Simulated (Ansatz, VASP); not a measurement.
## HfC in VASP and in Ansatz

File INCAR:

```
ALGO     = Normal         # electronic algorithm
EDIFF    = 1E-7           # SCF threshold, eV
ENCUT    = 520            # plane-wave cutoff, eV
GGA      = PS             # functional
ISIF     = 2              # what is computed and relaxed
ISMEAR   = -1             # smearing method
LASPH    = True           # aspherical terms in the spheres
LCHARG   = False          # write CHGCAR
LREAL    = False          # projectors in reciprocal space
LWAVE    = False          # write WAVECAR
NBANDS   = 14             # bands
NELM     = 100            # most SCF steps
PREC     = Accurate       # precision mode
SIGMA    = 0.05           # smearing width, eV
```

Contents of KPOINTS:

```
k-points
0
Gamma
  10 10 10
```

The input POSCAR:

```
HfC
1.0
    0.0000000000      2.2775377028      2.2775377028
    2.2775377028      0.0000000000      2.2775377028
    2.2775377028      2.2775377028      0.0000000000
Hf C
1 1
Direct
    0.5000000000      0.5000000000      0.5000000000
    0.0000000000      0.0000000000      0.0000000000
```

input.yaml

```yaml
crystal:
  lattice:
    - [0.0, 2.2775377028, 2.2775377028]
    - [2.2775377028, 0.0, 2.2775377028]
    - [2.2775377028, 2.2775377028, 0.0]
  atoms:
    - { symbol: Hf, position: [0.5, 0.5, 0.5] }
    - { symbol: C, position: [0.0, 0.0, 0.0] }
kpoints:
  mp_grid: { grid: [10, 10, 10] }
scf:
  occupations: { method: fermi_dirac, width: 0.05 }
hamiltonian:
  xc: pbesol
  pseudopotentials: { kind: all_electron, lapw: { basis_error: 0.0005 } }
output:
  forces: true
  stress: true
  eigenvalues: true
```

Change from the starting cell: volume scaled by 0.94.

Alike in both runs: task single point; functional PBEsol; k mesh 10 × 10 × 10; occupations fermi-dirac, width 0.05 eV; no spin polarisation.

```csv
,VASP,Ansatz
version,VASP 6.6.1,Ansatz 0.2.0
potentials or method,"VASP PAW PBE potentials, release 64 (Hf_pv, C)","all-electron LAPW, scalar-relativistic"
plane-wave cutoff (eV),520,see its input
```

Ansatz gave:

```
gap on the k mesh at the Fermi level (eV) : none
pressure (GPa)                            : 9.1
```

Which values does VASP return?

gap on the k mesh at the Fermi level (eV): none; pressure (GPa): 8.9.

A gap of «none» marks a metal or a gap that the smearing closes. Ansatz ran all-electron here, so the differences hold the error of VASP's frozen core and of both bases.

Caveats: the PAW data sets were made with another functional, which shifts forces and pressure a little (VASP). Spin-orbit coupling is left out, which matters for the levels of Hf.
